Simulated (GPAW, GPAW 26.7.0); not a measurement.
# Cu 2p - O 1s separation in Cu₂O from core-hole total energies: spin pairing, Hubbard term and cutoff

## Background

The reference comes from X-ray photoemission on undoped octahedral Cu₂O nanocrystals made by wet chemistry ("Al-Doped Octahedral Cu2O Nanocrystal for Electrocatalytic CO2 Reduction to Produce Ethylene", 2023, PubMed Central 10454826). The Cu 2p₃/₂ line at 932.78 eV and the O 1s line at 530.5 eV belong to the same sample, so their difference does not depend on the charge reference. To compare with a calculation without spin-orbit splitting of the core line, the copper value is moved to the multiplicity-weighted centre of its doublet, using the splitting from the same source. This adds 6.61 eV and gives a separation of 408.89 eV. The copper line is assigned to Cu₂O or Cu, so the position of this line alone does not separate the oxide from the metal.

| compared with | measured | source's wording or label | method |
| --- | --- | --- | --- |
| Cu 2p - O 1s (eV) | 408.89 | formed from the printed 932.78 eV (Cu 2p3/2 binding energy (Cu2O or Cu); less 530.5 eV for O 1s) | XPS |

Conditions are those given with the value in the passage it was taken from; "not stated" means there, and the paper may say more elsewhere. The values are a selection: others may have been left out beforehand as unlike or outlying.

## Strategy

We want the cheapest level of theory that gives the Cu 2p - O 1s separation in cuprite within 0.3 eV of the reference. Chemical shifts of core lines are often of the order of an electronvolt or less, so a larger error would blur the information for which such lines are measured. The limit is our choice and not an estimate of the experimental uncertainty.

Each binding energy is a difference of total energies between a cell with a core hole and the same cell without it, with the removed electron kept in the valence. The crystal is held at its diffraction cell. We begin with small cells and a spin-paired hole, then examine the distance between repeated holes, the Hubbard term on Cu d and the spin of the hole, and finally the numerical settings.

Two errors need watching. Spin pairing omits the exchange energy of the unpaired core electron, which raises the O 1s binding energy in particular and so should make the separation too small. The retained electron may also bind more strongly at one kind of hole than at the other.

System: Cu2O (Cuprite); space group Pn-3m, 6 atoms in the base cell, measured (COD) cell.

On the selection of runs and values: Besides any runs that a report passes over, these were set aside when the results were gathered: 1 cell relaxed under the stress of an incomplete basis; 1 planned but not run to their end in the time given.

## 1. Two functionals in the primitive cell

The six-atom cell is the lightest model, with holes only 4.3 Å apart. We run LDA+U and PBE+U in it with the same $U$ of 6 eV, mesh and cutoff, so that their difference shows how much the choice of functional matters before we pay for a larger cell. We expect both to miss the target, since deep copper levels and the spin-paired O 1s hole carry errors that need not cancel.

**Run 1.** GPAW 26.7.0: LDA+U; 6-atom cell, holes 4.3 A apart; electron kept in the cell, U(Cu d) = 6 eV (mesh 6x6x6, cutoff 500 eV, 6 atoms).

Key lines of the input:
```
atoms = Atoms(['Cu', 'Cu', 'Cu', 'Cu', 'O', 'O'],
              cell=[[4.2685, 0.0, 0.0], [0.0, 4.2685, 0.0], [0.0, 0.0, 4.2685]],
              scaled_positions=[[0.25, 0.25, 0.25], [0.25, 0.75, 0.75], [0.75, 0.75, 0.25], [0.75, 0.25, 0.75], [0.0, ...],
              pbc=(True, True, True))
params = dict(mode=PW(500),
              xc='LDA',
              kpts={'size': (6, 6, 6), 'gamma': True},
              occupations=FermiDirac(0.02),
              nbands=-8,
              maxiter=200,
              txt='gs.txt',
              setups={'Cu': ':d,6'})
hole.calc = GPAW(**{**params, 'charge': -1, 'txt': f'hole{i}.txt', 'setups': {**params.get('setups', {}), i: 'hole' + params.get('setups', {}).get(atoms[i].symbol, '')}})
out['levels'][i] = hole.get_potential_energy(force_consistent=True) + hole.calc.get_reference_energy() - e0
```

Command:
```
gpaw-setup -f LDA Cu > setup.log
gpaw-setup -f LDA O > setup.log
gpaw-setup -f LDA --core-hole=1s,1.0 --name=hole O > setup.log
gpaw-setup -f LDA --core-hole=2p,1.0 --name=hole Cu > setup.log
OMP_NUM_THREADS=1 mpirun -n 4 gpaw python run.py > run.log
```

Selected lines of the output:
```
[energy with the hole less without, eV] Cu 1 2p: 937.916, O 5 1s: 535.447
```

Converged; 33 s on 4 cores of Arm Neoverse V1, shared host.

**Run 2.** GPAW 26.7.0: PBE+U; 6-atom cell, holes 4.3 A apart; electron kept in the cell, U(Cu d) = 6 eV (mesh 6x6x6, cutoff 500 eV, 6 atoms).

Key lines of the input, as changed from run 1:
```diff
  params = dict(mode=PW(500),
-               xc='LDA',
+               xc='PBE',
```

Command:
```
gpaw-setup -f PBE Cu > setup.log
gpaw-setup -f PBE O > setup.log
gpaw-setup -f PBE --core-hole=2p,1.0 --name=hole Cu > setup.log
gpaw-setup -f PBE --core-hole=1s,1.0 --name=hole O > setup.log
OMP_NUM_THREADS=1 mpirun -n 4 gpaw python run.py > run.log
```

Selected lines of the output:
```
[energy with the hole less without, eV] Cu 1 2p: 938.633, O 5 1s: 539.655
```

Converged; wall time 33 s.

| quantity | run 1 | run 2 | measured |
| --- | --- | --- | --- |
| Cu 2p - O 1s (eV) | 402.47 | 398.98 | 408.89 |
| volume an atom (Å³) | 12.96 | 12.96 |  |

Both separations are far too small, by 6.42 eV with LDA+U and by 9.91 eV with PBE+U. The sign is the one expected from a spin-paired hole. Going from LDA to PBE raises the copper level by only about 0.7 eV but the oxygen level by about 4.2 eV, so the disagreement between the functionals comes mostly from the O 1s hole. LDA+U lies nearer to experiment, but with an error of this size in both that is no reason to prefer it.

## 2. Larger cell, then an unpaired hole

Two things are now added to PBE+U, one after the other. Doubling the cell to 12 atoms moves the holes 6.0 Å apart and shows what their repetition does to the separation. In the same cell we then allow two spins, so that the hole sits in one spin channel of the core and the missing exchange energy is restored. We expect the larger change from the second step, through a lower O 1s level. It costs more than the spin-paired calculation, but a miss of nearly 10 eV calls for missing physics before any finer mesh.

**Run 3.** GPAW 26.7.0: PBE+U; 12-atom cell, holes 6.0 A apart; electron kept in the cell, U(Cu d) = 6 eV (mesh 6x6x6, cutoff 500 eV, 12 atoms).

Key lines of the input, as changed from run 2:
```diff
- atoms = Atoms(['Cu', 'Cu', 'Cu', 'Cu', 'O', 'O'],
-               cell=[[4.2685, 0.0, 0.0], [0.0, 4.2685, 0.0], [0.0, 0.0, 4.2685]],
-               scaled_positions=[[0.25, 0.25, 0.25], [0.25, 0.75, 0.75], [0.75, 0.75, 0.25], [0.75, 0.25, 0.75], [0.0, ...],
+ atoms = Atoms(['Cu', 'Cu', 'Cu', 'Cu', 'Cu', 'Cu', 'Cu', 'Cu', 'O', 'O', 'O', 'O'],
+               cell=[[0.0, -4.2685, 4.2685], [0.0, 4.2685, 4.2685], [-4.2685, -4.2685, 0.0]],
+               scaled_positions=[[0.125, 0.125, 0.75], [0.625, 0.625, 0.75], [0.125, 0.625, 0.75], [0.625, 0.125, 0.75], ...],
  params = dict(mode=PW(500),
-               nbands=-8,
+               nbands=-10,
```

Command:
```
gpaw-setup -f PBE Cu > setup.log
gpaw-setup -f PBE O > setup.log
gpaw-setup -f PBE --core-hole=1s,1.0 --name=hole O > setup.log
gpaw-setup -f PBE --core-hole=2p,1.0 --name=hole Cu > setup.log
OMP_NUM_THREADS=1 mpirun -n 4 gpaw python run.py > run.log
```

Selected lines of the output:
```
Free energy:     -50.195053
[energy with the hole less without, eV] Cu 1 2p: 938.591, O 9 1s: 539.648
```

Converged; 81 s on 4 cores of AMD EPYC 7B13 (Zen 3), shared host.

**Run 4.** GPAW 26.7.0: PBE with two spins+U; 12-atom cell, holes 6.0 A apart; electron kept in the cell, U(Cu d) = 6 eV (mesh 6x6x6, cutoff 500 eV, 12 atoms).

Key lines of the input, as changed from run 3:
```diff
  atoms = Atoms(['Cu', 'Cu', 'Cu', 'Cu', 'Cu', 'Cu', 'Cu', 'Cu', 'O', 'O', 'O', 'O'],
-               pbc=(True, True, True))
+               pbc=(True, True, True),
+               magmoms=[0.1, 0.1, 0.1, 0.1, 0.1, 0.1, 0.1, 0.1, 0.1, 0.1, 0.1, 0.1])
  params = dict(mode=PW(500),
+               mixer=MixerDif(0.05, 8, 80),
```

Selected lines of the output:
```
Free energy:     -50.195051
[energy with the hole less without, eV] Cu 1 2p: 936.491, O 9 1s: 530.539
```

Converged; 10 min on 4 cores of Arm Neoverse N1, shared host.

| quantity | run 3 | run 4 | measured |
| --- | --- | --- | --- |
| Cu 2p - O 1s (eV) | 398.94 | 405.95 | 408.89 |
| volume an atom (Å³) | 12.96 | 12.96 |  |

Moving the holes from 4.3 to 6.0 Å apart changes the separation by only 0.04 eV, so over this range their repetition has little to do with the miss. Two spins change it by 7.01 eV: the O 1s level falls by about 9.1 eV and the Cu 2p level by about 2.1 eV. The energy of the cell without a hole stays the same to within 0.00001 eV, as it should in a closed-shell crystal, which places the whole effect in the core-hole state.

The separation is now 405.95 eV, still 2.94 eV below the reference and far outside the target.

## 3. How much depends on the Hubbard term

The value of $U$ is a common choice for Cu d and was not derived for cuprite, so it is the next suspect. We remove it in one calculation and raise it to 9 eV in another, both with the spin-paired hole in the 12-atom cell, where the result at 6 eV serves as the midpoint. The response found this way belongs to the spin-paired level and can only indicate how large the effect may be with two spins.

We expect the copper level to move and the oxygen level to stay nearly fixed. A 2p hole draws the d shell closer to full occupation, which reduces the Hubbard penalty, so a larger $U$ should lower the copper binding energy and removing it should widen the separation.

**Run 5.** GPAW 26.7.0: PBE without U; 12-atom cell, holes 6.0 A apart; electron kept in the cell (mesh 6x6x6, cutoff 500 eV, 12 atoms).

Key lines of the input, as changed from run 3:
```diff
  params = dict(mode=PW(500),
-               txt='gs.txt',
-               setups={'Cu': ':d,6'})
+               txt='gs.txt')
```

Selected lines of the output:
```
[energy with the hole less without, eV] Cu 1 2p: 938.918, O 9 1s: 540.001
```

Converged; 1.7 min on 4 cores of Arm Neoverse V2, shared host.

**Run 6.** GPAW 26.7.0: PBE+U with U raised by half; 12-atom cell, holes 6.0 A apart; electron kept in the cell, U(Cu d) = 9 eV (mesh 6x6x6, cutoff 500 eV, 12 atoms).

Key lines of the input, as changed from run 3:
```diff
  params = dict(mode=PW(500),
-               setups={'Cu': ':d,6'})
+               setups={'Cu': ':d,9.0'})
```

Selected lines of the output:
```
[energy with the hole less without, eV] Cu 1 2p: 938.489, O 9 1s: 539.392
```

Converged; wall time 1.8 min.

| quantity | run 5 | run 6 | measured |
| --- | --- | --- | --- |
| Cu 2p - O 1s (eV) | 398.92 | 399.10 | 408.89 |
| volume an atom (Å³) | 12.96 | 12.96 |  |

The Hubbard term does not explain the miss. Between no $U$ and 9 eV the separation changes by only 0.18 eV. The copper level falls by about 0.4 eV over this range, but the oxygen level falls by about 0.6 eV, contrary to our expectation that it would stay nearly fixed. A fall shared by both holes speaks against the filling of the d shell at the copper hole as its main cause; a lower level for the retained electron would act on both and is the likelier reason. Removing $U$ therefore leaves the separation practically unchanged instead of widening it. This response was found with a spin-paired hole, but it is small beside the 2.94 eV that remain with two spins.

## 4. Cutoff, mesh and gradient correction

We now vary the cutoff, the k-point mesh and the functional, each from the spin-paired PBE+U calculation in the 12-atom cell. A cutoff of 700 eV and an 8x8x8 mesh test the numerical settings, and we expect both to matter little on the scale of the miss. PBEsol+U tests the gradient correction at unchanged cell size. Its exchange correction is weaker than that of PBE, so we expect a separation between those of LDA+U and PBE+U, nearer to the reference. These checks do not replace the same checks with two spins, but they show whether an error of electronvolts could come from the settings or from the choice among semilocal functionals.

**Run 7.** GPAW 26.7.0: PBE+U, cutoff at 140 % of the usual; 12-atom cell, holes 6.0 A apart; electron kept in the cell, U(Cu d) = 6 eV (mesh 6x6x6, cutoff 700 eV, 12 atoms).

Key lines of the input, as changed from run 3:
```diff
- params = dict(mode=PW(500),
+ params = dict(mode=PW(700),
```

Selected lines of the output:
```
[energy with the hole less without, eV] Cu 1 2p: 938.600, O 9 1s: 539.276
```

Converged; wall time 3.1 min.

**Run 8.** GPAW 26.7.0: PBE+U, another k-point mesh; 12-atom cell, holes 6.0 A apart; electron kept in the cell, U(Cu d) = 6 eV (mesh 8x8x8, cutoff 500 eV, 12 atoms).

Key lines of the input, as changed from run 3:
```diff
  params = dict(mode=PW(500),
-               kpts={'size': (6, 6, 6), 'gamma': True},
+               kpts={'size': (8, 8, 8), 'gamma': True},
```

Selected lines of the output:
```
[energy with the hole less without, eV] Cu 1 2p: 938.590, O 9 1s: 539.646
```

Converged; 3.8 min on 4 cores of Arm Neoverse V1, shared host.

**Run 9.** GPAW 26.7.0: PBEsol+U; 12-atom cell, holes 6.0 A apart; electron kept in the cell, U(Cu d) = 6 eV (mesh 6x6x6, cutoff 500 eV, 12 atoms).

Key lines of the input, as changed from run 3:
```diff
  params = dict(mode=PW(500),
-               xc='PBE',
+               xc='PBEsol',
```

Command:
```
gpaw-setup -f PBEsol Cu > setup.log
gpaw-setup -f PBEsol O > setup.log
gpaw-setup -f PBEsol --core-hole=2p,1.0 --name=hole Cu > setup.log
gpaw-setup -f PBEsol --core-hole=1s,1.0 --name=hole O > setup.log
OMP_NUM_THREADS=1 mpirun -n 4 gpaw python run.py > run.log
```

Selected lines of the output:
```
[energy with the hole less without, eV] Cu 1 2p: 938.001, O 9 1s: 537.703
```

Converged; 78 s on 4 cores of INTEL XEON PLATINUM 8581C at 2.10GHz (Emerald Rapids), shared host.

| quantity | run 7 | run 8 | run 9 | measured |
| --- | --- | --- | --- | --- |
| Cu 2p - O 1s (eV) | 399.32 | 398.94 | 400.30 | 408.89 |
| volume an atom (Å³) | 12.96 | 12.96 | 12.96 |  |

Raising the cutoff from 500 to 700 eV widens the separation by 0.38 eV, almost entirely through a lower O 1s level. This is small beside the miss but larger than our target of 0.3 eV, so 500 eV is not sufficient for that accuracy at the spin-paired level. Whether 700 eV is sufficient remains open. The denser mesh leaves the separation unchanged at 398.94 eV.

PBEsol+U gives 400.30 eV, between PBE+U and LDA+U as we had argued, and about 1.4 eV above PBE+U in the same cell. Again the oxygen level moves most. The result is still 8.59 eV below the reference, so the weaker gradient correction does not make up for the spin-paired hole.

## Results at a glance

| run | settings | Cu 2p - O 1s (eV) | deviation | cost |
| --- | --- | --- | --- | --- |
| 1 | LDA+U, 6-atom cell, holes 4.3 A apart, electron kept in the cell, U(Cu d) = 6 eV (mesh 6x6x6, cutoff 500 eV, 6 atoms) | 402.47 | −6.42 | 2.2 core-min |
| 2 | PBE+U, 6-atom cell, holes 4.3 A apart, electron kept in the cell, U(Cu d) = 6 eV (mesh 6x6x6, cutoff 500 eV, 6 atoms) | 398.98 | −9.91 | 2.2 core-min |
| 3 | PBE+U, 12-atom cell, holes 6.0 A apart, electron kept in the cell, U(Cu d) = 6 eV (mesh 6x6x6, cutoff 500 eV, 12 atoms) | 398.94 | −9.95 | 5.4 core-min |
| 4 | PBE with two spins+U, 12-atom cell, holes 6.0 A apart, electron kept in the cell, U(Cu d) = 6 eV (mesh 6x6x6, cutoff 500 eV, 12 atoms) | 405.95 | −2.94 | 42 core-min |
| 5 | PBE without U, 12-atom cell, holes 6.0 A apart, electron kept in the cell (mesh 6x6x6, cutoff 500 eV, 12 atoms) | 398.92 | −9.97 | 6.8 core-min |
| 6 | PBE+U with U raised by half, 12-atom cell, holes 6.0 A apart, electron kept in the cell, U(Cu d) = 9 eV (mesh 6x6x6, cutoff 500 eV, 12 atoms) | 399.10 | −9.79 | 7.2 core-min |
| 7 | PBE+U, cutoff at 140 % of the usual, 12-atom cell, holes 6.0 A apart, electron kept in the cell, U(Cu d) = 6 eV (mesh 6x6x6, cutoff 700 eV, 12 atoms) | 399.32 | −9.57 | 12 core-min |
| 8 | PBE+U, another k-point mesh, 12-atom cell, holes 6.0 A apart, electron kept in the cell, U(Cu d) = 6 eV (mesh 8x8x8, cutoff 500 eV, 12 atoms) | 398.94 | −9.95 | 15 core-min |
| 9 | PBEsol+U, 12-atom cell, holes 6.0 A apart, electron kept in the cell, U(Cu d) = 6 eV (mesh 6x6x6, cutoff 500 eV, 12 atoms) | 400.30 | −8.59 | 5.2 core-min |
|  | measured | 408.89 |  |  |

Further runs on the same system, made beside this series (convergence steps with loose settings among them):

| further | settings | Cu 2p - O 1s (eV) | deviation | cost |
| --- | --- | --- | --- | --- |
| F1 | RPBE+U, 12-atom cell, holes 6.0 A apart, electron kept in the cell, U(Cu d) = 6 eV (mesh 6x6x6, cutoff 500 eV, 12 atoms) | 398.38 | −10.51 | 6.5 core-min |
| F2 | PBE+U, another k-point mesh, 12-atom cell, holes 6.0 A apart, electron kept in the cell, U(Cu d) = 6 eV (mesh 4x4x4, cutoff 500 eV, 12 atoms) | 398.94 | −9.95 | 1.8 core-min |
| F3 | PBE+U, cutoff at 70 % of the usual, 12-atom cell, holes 6.0 A apart, electron kept in the cell, U(Cu d) = 6 eV (mesh 6x6x6, cutoff 350 eV, 12 atoms) | 396.01 | −12.88 | 6.5 core-min |
| F4 | PBE+U, Fermi-Dirac width 0.1 eV, 12-atom cell, holes 6.0 A apart, electron kept in the cell, U(Cu d) = 6 eV (mesh 6x6x6, cutoff 500 eV, 12 atoms) | 398.93 | −9.96 | 15 core-min |
|  | measured | 408.89 |  |  |

## How well does the simulation do?

The target is missed. PBE+U with two spins, the level to which the work led, gives a separation of 405.95 eV, 2.94 eV below the reference and far outside the limit of 0.3 eV. It cost 42 core-minutes.

The decisive step was to let the core hole be unpaired. It removed 7.01 eV of the error, mainly through the O 1s level, and this is the right physics, since a spin-paired hole lacks exchange energy. The spin-paired results all miss by more than 6 eV, and the lead of LDA+U among them says little about its merit. Hole distance, mesh, smearing and $U$ hardly matter there over the ranges shown. The cutoff does: the separation widens by about 2.9 eV from 350 to 500 eV and by another 0.38 eV up to 700 eV. These checks would be worth more with two spins. This report shows none at that level, so the basis error of the final value remains open.

For the remaining miss we can only offer conjectures. Semilocal errors for the deep copper level and the scalar-relativistic core could both contribute, with a size and sign not shown in this report. The retained electron would make the separation too small if it binds more strongly at the copper hole.

The reference is a single nanocrystal sample. Metallic copper would hardly alter it, because its 2p line lies close to that of Cu₂O. Surface hydroxyl in the O 1s line would make the measured separation too small, and correcting for it would widen the miss. An all-electron calculation with an unpaired hole and spin-orbit coupling in the core would be the natural next test.

[Logs are printed without paths, hosts, clocks, repeated set-up lines and the standing remarks that a program may print on its own settings, such as how far it seeks lower states.]

[The runs shown are a pick from a larger set of finished runs; failed, doubtful and other runs were left out of it ahead of writing. So were measured values far from every level or from commonly accepted values, and agreement can look better than it is. Lines of input and output are excerpts and may be shortened.]
